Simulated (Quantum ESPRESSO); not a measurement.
MnO:

```xyz
4
Lattice="3.3717 0.0000 0.0000 -1.6859 2.9200 0.0000 0.0000 0.0000 5.3855" Properties=species:S:1:pos:R:3 pbc="T T T"
Mn    0.0000    1.9467    0.0590
Mn    1.6859    0.9733    2.7518
O     0.0000    1.9467    2.0221
O     1.6859    0.9733    4.7148
```

Measurements of this composition are mostly on another form, of space group No. 225.

Base run:

* Program: Quantum ESPRESSO 7.5
* Functional: PBE
* Potentials or basis: GBRV 1.5 PBE
* Cutoff: 612 eV
* Density cutoff: 4898 eV
* k mesh: 6 × 6 × 4
* Occupations: gaussian, width 0.05 eV
* Spin: no spin polarisation
* Hubbard terms: Mn d U = 7 eV

Its results: band gap on the k mesh none (metal or under the smearing width); pressure -15.7 GPa; largest force 0.382 eV/Å.

The run is repeated on the same cell with these changes: spin from no spin polarisation to collinear spin, ferrimagnetic start; magnetic state asked for from nm to ferri. What comes out?

Band gap on the k mesh 1.08 eV, indirect (least direct gap 1.10 eV); pressure 13.0 GPa; net moment 0.00 μB per cell; site moments Mn +4.00, -4.00; O -0.03, +0.03 μB; largest force 0.879 eV/Å.

Caveats: U without spin polarisation on a metal has little footing (some runs).

A k mesh can miss the band edges.
